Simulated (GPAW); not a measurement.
The system is Se.

```
CELL_PARAMETERS angstrom
4.36620 0.00000 0.00000
-2.18310 3.78124 0.00000
0.00000 0.00000 4.95360
ATOMIC_POSITIONS crystal
Se 0.77460 0.77460 0.00000
Se 0.00000 0.22540 0.66667
Se 0.22540 0.00000 0.33333
```

Base run:

```yaml
Program: GPAW 26.7.0
Functional: PBE
Potentials_or_basis: GPAW PAW data sets (gpaw-data 1.2.1)
Cutoff: 600 eV
Basis: pw
k_mesh: 7 × 7 × 6
Occupations: fermi-dirac, width 0.05 eV
Spin: no spin polarisation
```

Its results: band gap on the k mesh 1.21 eV, indirect (least direct gap 1.47 eV); pressure 2.8 GPa; largest force 0.420 eV/Å.

Task: The run is repeated on the same cell with these changes: functional from PBE to LDA; potentials or basis from GPAW PAW data sets (gpaw-data 1.2.1) to the program's PAW data sets (release 1.2.1) made for this functional. What comes out?

Result: Band gap on the k mesh 1.09 eV, indirect (least direct gap 1.39 eV); pressure -1.2 GPa; largest force 0.240 eV/Å.

Caveats: the mesh misses the band edges, which the band path finds closer together.
